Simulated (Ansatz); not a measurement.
# ZnCu2SnSe4: the cost of one run

Computed with Ansatz 0.2.0 (DFT PBE, scalar-relativistic, plane waves, PAW, unless a step's input says otherwise).

1 further run of the same task is left out (set aside as unsound or not needed).

## Step 1: The structure to begin with

The structure is tetragonal, space group I-4 (No. 82). The conventional cell has a = 5.765 Å, b = 5.765 Å, c = 11.520 Å, α = 90.00°, β = 90.00°, γ = 90.00°. Zn (site symmetry -4) is surrounded by 4 Se at 2.50 Å. Around Cu (site symmetry -4) lie 4 Se at 2.43 Å. Cu (site symmetry -4) is surrounded by 4 Se at 2.44 Å. Sn (site symmetry -4) is surrounded by 4 Se at 2.63 Å. Around Se (site symmetry 1) lie 2 Cu at 2.43 to 2.44 Å and 1 Zn at 2.50 Å and 1 Sn at 2.63 Å.

Coordinates:

```
Zn Cu Sn Se
1.0
    -2.88245    2.88245    5.75997
     2.88245   -2.88245    5.75997
     2.88245    2.88245   -5.75997
Zn Cu Sn Se
1 2 1 4
Cartesian
  0.0000 2.8825 2.8800
  2.8825 0.0000 2.8800
  0.0000 0.0000 0.0000
  0.0000 0.0000 5.7600
  1.5503 1.4966 4.2598
  1.3321 1.3858 -1.5001
  -1.4966 1.5503 7.2601
  4.3791 1.3321 1.5001
```

It goes back to an entry of the Materials Project, which need not be the stable form.

This cell was relaxed beforehand with the same method: volume 23.93 Å³/atom, gap on the mesh none (metal).

## Step 2: Reference: the perfect crystal in the supercell

Contents of input.yaml:

```yaml
crystal:
  lattice:
    - [0.0, -5.7649023322, 0.0]
    - [-5.7649023322, 0.0, 0.0]
    - [2.8824511661, 2.8824511661, -5.7599695638]
  atoms:
    - { symbol: Zn, position: [0.25, 0.75, 0.5] }
    - { symbol: Cu, position: [0.75, 0.25, 0.5] }
    - { symbol: Cu, position: [1.0, 0.0, 0.0] }
    - { symbol: Sn, position: [0.5, 0.5, 0.0] }
    - { symbol: Se, position: [0.3706069093, 0.3612945491, 0.2604392234] }
    - { symbol: Se, position: [0.8898323142, 0.8991446744, 0.2604392234] }
    - { symbol: Se, position: [0.1008553256, 0.6293930907, 0.7395607766] }
    - { symbol: Se, position: [0.6387054509, 0.1101676858, 0.7395607766] }
basis:
  ecutwfc: 420
  xc_grid: 2
kpoints:
  mp_grid: { grid: [5, 5, 5], shift: [0.0, 0.0, 0.0] }
hamiltonian:
  xc: pbe
scf:
  occupations: { method: gaussian, width: 0.1 }
output:
  forces: true
  stress: true
  eigenvalues: true
  write_density: true
  write_potential: true
  elf: true
  volumetric_format: npy
```

Command:

```console
> ansatz run input.yaml --threads 2 --pin off --max-ram 5120MiB --backend cpu --events-out ev --progress --plain --runs-dir out
```

Q: Estimate wall time and peak memory on 2 threads of Intel Xeon at 2.70GHz, shared host.

About 22 s, with a peak of 0.68 GiB.
